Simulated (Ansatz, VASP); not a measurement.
**One calculation of Na, two programs**

```
Na
1.0
    -2.03897    2.03897    2.03897
     2.03897   -2.03897    2.03897
     2.03897    2.03897   -2.03897
Na
1
Direct
  0.00000 0.00000 0.00000
```

Alike in both runs: task relaxation of cell and atoms; functional PBE; dispersion D3(BJ); k mesh 14 × 14 × 14; occupations gaussian, width 0.1 eV; no spin polarisation.

|  | VASP | Ansatz |
| --- | --- | --- |
| version | VASP 6.6.1 | Ansatz 0.2.0 |
| potentials or method | VASP PAW PBE potentials, release 64 (Na_pv) | scalar-relativistic, plane waves, PAW |
| plane-wave cutoff (eV) | 600 | 420 |
| valence electrons in the cell | 7 | 9 |

```tsv
	VASP	Ansatz	Ansatz less VASP
gap on the k mesh at the Fermi level, each at its own relaxed structure (eV)	none	none	-
relaxed volume (Å³/atom)	33.91	33.91	0.000
relaxed cell length with the largest relative difference (Å)	3.532	3.532	0.0000
```

A gap of «none» marks a metal or a gap that the smearing closes. The two sets of potentials don't hold the same shells in valence.

Caveats: the relaxation stopped at its first step, so nothing moved; pairwise dispersion overbinds metals, which lowers pressure and volume.
